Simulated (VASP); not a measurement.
PtSe2 (Sudovikovite) under changes of volume

One of the cells (19.709 Å³/atom); the others are scaled copies at fixed shape and fractional positions:

```xyz
3
Lattice="3.7741 0.0000 0.0000 -1.8870 3.2684 0.0000 0.0000 0.0000 4.7933" Properties=species:S:1:pos:R:3 pbc="T T T"
Pt    0.0000    0.0000    0.0000
Se    1.8870    1.0895    3.5140
Se    0.0000    2.1790    1.2793
```

- Program: VASP 6.6.1
- Functional: PBE
- Dispersion: D3(BJ)
- Potentials or basis: VASP PAW PBE potentials, release 64 (Pt, Se)
- Cutoff: 520 eV
- k mesh: 8 × 8 × 4
- Occupations: fermi-dirac, width 0.05 eV
- Spin: no spin polarisation

```tsv
volume (Å³/atom)	energy over the lowest point (meV/atom)	pressure (GPa)	largest force (eV/Å)
18.920	?	?	?
19.315	3.21	2.7	0.212
19.709	0.00	0.0	0.004
20.103	3.13	-2.5	0.186
20.497	11.87	-4.6	0.360
```

Q: What does the run at 18.920 Å³/atom give?

A: Energy over the lowest point 13.54 meV/atom; pressure 5.8 GPa; largest force 0.440 eV/Å.

Worked out: A Birch-Murnaghan fit of order 2 (a polynomial in V^(-2/3)) to the other rows has its minimum at 19.71 Å³/atom with B0 = V·E''(V) = 128 GPa at fixed shape and positions, which overstates the stiffness. It gives 13.36 meV/atom at 18.920 Å³/atom, against the run's 13.54, and -dE/dV = 5.6 GPa, against 5.8.

Energies are extrapolated to zero smearing.

Caveats: pairwise dispersion overbinds metals, which lowers pressure and volume.
